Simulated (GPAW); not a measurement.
# InPd (Pm-3m) in GPAW: notebook, part 2 of 2

GPAW 26.7.0. Earlier steps stand in the parts before.

**4. Optical spectrum, PBE**

This run uses another cell than the first one, of 18.21 Å³/atom, 0.981 times its volume.

File run.py:

```python
from ase import Atoms
from ase.dft.bandgap import bandgap
from ase.io import write
from gpaw import GPAW, PW
from gpaw.response.df import DielectricFunction

atoms = Atoms(['In', 'Pd'],
              cell=[[3.3149408331, 0.0, 0.0],
                    [0.0, 3.3149408331, 0.0],
                    [0.0, 0.0, 3.3149408331]],
              scaled_positions=[[0.0, 0.0, 0.0],
                                [0.5, 0.5, 0.5]],
              pbc=True)

calc = GPAW(mode=PW(450),
            xc='PBE',
            kpts={'size': (7, 7, 7), 'gamma': True},
            occupations={'name': 'fermi-dirac', 'width': 0.05},
            nbands=26,
            convergence={'density': 1e-06},
            maxiter=150,
            txt='gpaw.txt')
atoms.calc = calc
energy = atoms.get_potential_energy()
calc.write('gs.gpw')
write('result.traj', atoms)
print(f'Energy: {energy:.6f} eV')
print('Fermi level:', round(calc.get_fermi_level(), 4), 'eV')
print(f'Gap: {bandgap(calc)[0]:.4f} eV, direct: {bandgap(calc, direct=True)[0]:.4f} eV')

dense = calc.fixed_density(kpts={'size': (20, 20, 20), 'gamma': True},
                           nbands=41, convergence={'bands': 35, 'eigenstates': 1e-7},
                           update_fermi_level=True, txt='dense.txt')
dense.write('dense.gpw', mode='all')

df = DielectricFunction('dense.gpw', frequencies={'type': 'nonlinear', 'domega0': 0.05, 'omega2': 10},
                        eta=0.1, ecut=50, nbands=35, rate='eta', txt='df.txt')
for direction in ['x']:
    df.get_dielectric_function(xc='RPA', direction=direction, filename=f'df_{direction}.csv')
```

Potentials or basis: GPAW PAW data sets (gpaw-data 1.2.1), pw.

Launch:

```sh
$ OMP_NUM_THREADS=1 python run.py
```

gpaw.txt:

```text
__  _  _
 | _ |_)|_||  |
 |__||  | ||/\| - 26.7.0

Input parameters:
  mode=PW(ecut=450.00000000000006),
  convergence={'density': 1e-06},
  kpts=MonkhorstPack(size=(7, 7, 7), gamma=True),
  maxiter=150,
  nbands=26,
  occupations=Occupations(name='fermi-dirac', width=0.05),
  xc=XC(name='PBE')

Diagonalizing LCAO Hamiltonian
Converting LCAO to pw mode
   .-------.
  /|       |
 * |       |
 | |  Pd   |
 | .-------.
 |/       /
 In------*

Atoms  # Å, Bohr magnetons
|   | symbol |        x |        y |        z |    initial magnetic moments |
|---|--------|----------|----------|----------|-----------------------------|
| 0 |     In | 0.000000 | 0.000000 | 0.000000 | ( 0.0000,  0.0000,  0.0000) |
| 1 |     Pd | 1.657470 | 1.657470 | 1.657470 | ( 0.0000,  0.0000,  0.0000) |

Unit cell  # Å
| periodic |        x |        y |        z |  lengths |    angles |
|----------|----------|----------|----------|----------|-----------|
|      yes | 3.314941 | 0.000000 | 0.000000 | 3.314941 | 90.000000 |
|      yes | 0.000000 | 3.314941 | 0.000000 | 3.314941 | 90.000000 |
|      yes | 0.000000 | 0.000000 | 3.314941 | 3.314941 | 90.000000 |

Number of symmetries: 48
Symmetry operations  # r_c * U_cc + t_c -> r_c
|    | kind |            matrix            |
|----|------|------------------------------|
|  0 |  E   |  1, 0, 0,  0, 1, 0,  0, 0, 1 |
|  1 |  σ   |  1, 0, 0,  0, 1, 0,  0, 0,-1 |
|  2 |  σ   |  1, 0, 0,  0, 0, 1,  0, 1, 0 |
|  3 |  C4  |  1, 0, 0,  0, 0, 1,  0,-1, 0 |
|  4 |  C4  |  1, 0, 0,  0, 0,-1,  0, 1, 0 |
|  5 |  σ   |  1, 0, 0,  0, 0,-1,  0,-1, 0 |
|  6 |  σ   |  1, 0, 0,  0,-1, 0,  0, 0, 1 |
|  7 |  C2  |  1, 0, 0,  0,-1, 0,  0, 0,-1 |
|  8 |  σ   |  0, 1, 0,  1, 0, 0,  0, 0, 1 |
|  9 |  C2  |  0, 1, 0,  1, 0, 0,  0, 0,-1 |
| 10 |  C3  |  0, 1, 0,  0, 0, 1,  1, 0, 0 |
| 11 |  S6  |  0, 1, 0,  0, 0, 1, -1, 0, 0 |
| 12 |  S6  |  0, 1, 0,  0, 0,-1,  1, 0, 0 |
| 13 |  C3  |  0, 1, 0,  0, 0,-1, -1, 0, 0 |
| 14 |  C4  |  0, 1, 0, -1, 0, 0,  0, 0, 1 |
| 15 |  S4  |  0, 1, 0, -1, 0, 0,  0, 0,-1 |
| 16 |  C3  |  0, 0, 1,  1, 0, 0,  0, 1, 0 |
| 17 |  S6  |  0, 0, 1,  1, 0, 0,  0,-1, 0 |
| 18 |  σ   |  0, 0, 1,  0, 1, 0,  1, 0, 0 |
| 19 |  C4  |  0, 0, 1,  0, 1, 0, -1, 0, 0 |
| 20 |  C2  |  0, 0, 1,  0,-1, 0,  1, 0, 0 |
| 21 |  S4  |  0, 0, 1,  0,-1, 0, -1, 0, 0 |
| 22 |  S6  |  0, 0, 1, -1, 0, 0,  0, 1, 0 |
| 23 |  C3  |  0, 0, 1, -1, 0, 0,  0,-1, 0 |
| 24 |  S6  |  0, 0,-1,  1, 0, 0,  0, 1, 0 |
| 25 |  C3  |  0, 0,-1,  1, 0, 0,  0,-1, 0 |
| 26 |  C4  |  0, 0,-1,  0, 1, 0,  1, 0, 0 |
| 27 |  σ   |  0, 0,-1,  0, 1, 0, -1, 0, 0 |
| 28 |  S4  |  0, 0,-1,  0,-1, 0,  1, 0, 0 |
| 29 |  C2  |  0, 0,-1,  0,-1, 0, -1, 0, 0 |
| 30 |  C3  |  0, 0,-1, -1, 0, 0,  0, 1, 0 |
| 31 |  S6  |  0, 0,-1, -1, 0, 0,  0,-1, 0 |
| 32 |  C4  |  0,-1, 0,  1, 0, 0,  0, 0, 1 |
| 33 |  S4  |  0,-1, 0,  1, 0, 0,  0, 0,-1 |
| 34 |  S6  |  0,-1, 0,  0, 0, 1,  1, 0, 0 |
| 35 |  C3  |  0,-1, 0,  0, 0, 1, -1, 0, 0 |
| 36 |  C3  |  0,-1, 0,  0, 0,-1,  1, 0, 0 |
| 37 |  S6  |  0,-1, 0,  0, 0,-1, -1, 0, 0 |
| 38 |  σ   |  0,-1, 0, -1, 0, 0,  0, 0, 1 |
| 39 |  C2  |  0,-1, 0, -1, 0, 0,  0, 0,-1 |
| 40 |  σ   | -1, 0, 0,  0, 1, 0,  0, 0, 1 |
| 41 |  C2  | -1, 0, 0,  0, 1, 0,  0, 0,-1 |
| 42 |  C2  | -1, 0, 0,  0, 0, 1,  0, 1, 0 |
| 43 |  S4  | -1, 0, 0,  0, 0, 1,  0,-1, 0 |
| 44 |  S4  | -1, 0, 0,  0, 0,-1,  0, 1, 0 |
| 45 |  C2  | -1, 0, 0,  0, 0,-1,  0,-1, 0 |
| 46 |  C2  | -1, 0, 0,  0,-1, 0,  0, 0, 1 |
| 47 |  i   | -1, 0, 0,  0,-1, 0,  0, 0,-1 |

BZ-sampling:
  Number of BZ points: 343
  Number of IBZ points: 20

  Monkhorst-Pack size: [7, 7, 7]
  Monkhorst-Pack shift: [0, 0, 0]

K-points  # in reciprocal-cell coordinates
|     |                                coordinates |     weight |
|-----|--------------------------------------------|------------|
|   0 | (  0.00000000,   0.00000000,   0.00000000) | 0.00291545 |
|   1 | (  0.14285714,   0.00000000,   0.00000000) | 0.01749271 |
|   2 | (  0.14285714,   0.14285714,   0.00000000) | 0.03498542 |
|   3 | (  0.14285714,   0.14285714,   0.14285714) | 0.02332362 |
|   4 | (  0.28571429,   0.00000000,   0.00000000) | 0.01749271 |
|   5 | (  0.28571429,   0.14285714,   0.00000000) | 0.06997085 |
|   6 | (  0.28571429,   0.14285714,   0.14285714) | 0.06997085 |
|   7 | (  0.28571429,   0.28571429,   0.00000000) | 0.03498542 |
|   8 | (  0.28571429,   0.28571429,   0.14285714) | 0.06997085 |
|   9 | (  0.28571429,   0.28571429,   0.28571429) | 0.02332362 |
| ... |                                            |            |
|  19 | (  0.42857143,   0.42857143,   0.42857143) | 0.02332362 |

Plane wave coefficients: 808
Cutoff: 450.00000000000006 eV

Spin-components: 1 (collinear spins)
Bands:           26
Projectors:      12
Spin-degeneracy: 2
Datatype:        complex128

Parallelization:
  kpt:    1
  domain: 1
  band:   1

Density:
  Valence electrons: 29.0
  Components: 1
  Grid points: [18 18 18]
  Charge: 0.0  # |e|

Potential:
  Grid points: [18 18 18]

species:
  In:
    name:    Indium
    Z:       49.0
    valence: 13
    core:    36
    charge:  0.0  # [|e|]
    compensation charges:
      type: gauss
      rc: 0.36  # [Å]
      lmax: 2
    cutoffs:
      filter: 2.09  # [Å]
      core: 2.48  # [Å]
    projectors
    | kind |    occ | energy [eV] | rcut [Å] |
    |------|--------|-------------|----------|
    |   5s |  2.000 |      -8.203 |    1.185 |
    |   5p |  1.000 |      -2.521 |    1.244 |
    |   4d | 10.000 |     -18.629 |    1.148 |
    |    s |        |      19.008 |    1.185 |
    |    p |        |      24.691 |    1.244 |
    |    d |        |       8.583 |    1.148 |

    Using partial waves for In as LCAO basis

  Pd:
    name:    Palladium
    Z:       46.0
    valence: 16
    core:    30
    charge:  0.0  # [|e|]
    compensation charges:
      type: gauss
      rc: 0.38  # [Å]
      lmax: 2
    cutoffs:
      filter: 2.38  # [Å]
      core: 2.28  # [Å]
    projectors
    | kind |    occ | energy [eV] | rcut [Å] |
    |------|--------|-------------|----------|
    |   5s |  0.000 |      -3.315 |    1.228 |
    |   4p |  6.000 |     -51.209 |    1.360 |
    |   5p |  0.000 |      -0.314 |    1.360 |
    |   4d | 10.000 |      -4.047 |    1.228 |
    |    s |        |      23.896 |    1.228 |
    |    d |        |      23.165 |    1.228 |

    Using partial waves for Pd as LCAO basis

Reference energy: -297202.910378  # eV

eigensolver:
  PPCG
  Converge bands: occupied
  niter=2

density mixing:
  MSR1-Mixer
  Pratt-step length: 0.05
  Maximum mixing coefficient: 0.75
  Old densities: 10
  SVD Regularization: 0.005
  Good broyden scale: 1.0
  Trust region scale: 1.0
  Backstep threshold: 4.0
  History deletion threshold: 6.0
  Fourier metric: weight=20.0, sigma=0.015

occupation numbers:
  Fermi-Dirac:
    width: 0.0500  # eV

poisson solver:
  ecut: 3600.0000000000005  # eV

xc functional:
  name: PBE with 2 nearest neighbor stencil

convergence criteria:
- Maximum integral of absolute [dens]ity change: 1e-06 electrons / valence electron
- Maximum [total energy] change in last 3 cyles: 0.0005 eV / valence electron
- Maximum integral of absolute [eigenst]ate change: 4e-08 eV^2 / valence electron
maximum number of iterations: 150

SCF iterations
|iter     | |      energy | eigst |  dens |
|---------|-|-------------|-------|-------|
|iter:   1| |   -9.239843 | +0.04 |       |
|iter:   2| |   -8.610321 | -2.03 | -1.04 |
|iter:   3| |   -7.638100 | -1.34 | -1.13 |
|iter:   4| |   -7.610363 | -2.88 | -1.67 |
|iter:   5| |   -7.598007 | -3.03 | -1.87 |
|iter:   6| |   -7.597598c| -4.39 | -2.60 |
|iter:   7| |   -7.597603c| -6.44 | -3.71 |
|iter:   8| |   -7.597603c| -6.87 | -4.09 |
|iter:   9| |   -7.597603c| -7.70c| -4.80 |
|iter:  10| |   -7.597603c| -8.28c| -5.27 |
|iter:  11| |   -7.597603c| -8.77c| -6.27c|

Converged in 11 steps
Energy contributions relative to reference atoms: (reference = -297202.910378)

Energy contributions:
  Kinetic:          10.840727
  Coulomb:         -13.409991
  Zero:              0.042400
  External:          0.000000
  Xc:               -5.068009
  Entropy:          -0.005459
  Spinorbit:         0.000000
  ----------------------------
  Free energy:      -7.600333
  Extrapolated:     -7.597603

dipole moment: (-11.117197, -11.117197, -11.117197)  # |e|*Ang

Fermi level: 9.531
Eigenvalues  # (at kpt = [0.000, 0.000, 0.000])
| band index |      eig [eV] | occ [0-2] |
|------------|---------------|-----------|
|          0 |       -40.833 |     2.000 |
|        ... |               |           |
|          6 |        -5.000 |     2.000 |
|          7 |        -5.000 |     2.000 |
|          8 |        -0.358 |     2.000 |
|          9 |         5.740 |     2.000 |
|         10 |         5.740 |     2.000 |
|         11 |         7.194 |     2.000 |
[... 8 lines left out ...]
|         20 |        25.502 |     0.000 |
|         21 |        25.502 |     0.000 |
|        ... |               |           |
|         25 |        30.065 |     0.000 |

No gap
No difference between direct/indirect transitions
# Writing to gs.gpw (mode='')
```

It took 6.6 min on 1 thread of Arm Neoverse V2, shared host; peak memory 0.51 GiB.

What came out:

```
Free energy            : -7.6003 eV
Band gap on the k mesh : none (metal or under the smearing width)
```

Dielectric function (mean over the directions given):
```tsv
energy (eV)	real part	imaginary part
0.67	-108.65	39.40
1.26	-24.77	11.99
1.89	-3.31	10.85
2.54	-3.18	10.13
3.17	-2.00	7.71
3.76	1.19	7.20
4.44	0.10	8.28
5.01	-0.92	7.99
5.68	-2.76	7.30
6.31	-3.34	5.66
6.87	-2.80	4.09
7.55	-2.42	2.88
8.16	-1.96	2.52
8.80	-1.62	1.81
9.47	-1.22	1.61
10.16	-0.99	1.28
10.78	-0.56	1.14
11.41	-0.38	1.02
12.08	-0.16	0.91
12.65	0.02	0.99
13.36	0.10	1.15
13.97	-0.10	1.13
14.61	-0.04	0.93
15.26	0.02	0.80
15.94	0.08	0.71
16.64	0.18	0.64
17.36	0.18	0.57
18.12	0.39	0.55
18.90	0.42	0.54
19.87	0.41	0.59
```

Caveat: the intraband term hangs on this k mesh; the long-wavelength limit can be off by several per cent where d states take part; independent-particle spectra lack excitons.

**5. Overview**

```tsv
cell	gap on the mesh (eV)
Pm-3m, 18.56 Å³/atom	none
Pm-3m, 17.86 Å³/atom	none
Pm-3m, 18.21 Å³/atom	none
```

Alike in all rows: task optical spectrum; level PBE; potentials or basis GPAW PAW data sets (gpaw-data 1.2.1), pw; no spin polarisation; k mesh 7 × 7 × 7; cutoff (eV) 450; smearing fermi-dirac 0.05 eV.

Every run on the cell as given and a fine mesh finds a metal.

Caveats: the intraband term hangs on this k mesh; the long-wavelength limit can be off by several per cent where d states take part; independent-particle spectra lack excitons.

Total energies depend on the potentials used, so only differences within one code and one set of settings carry meaning.
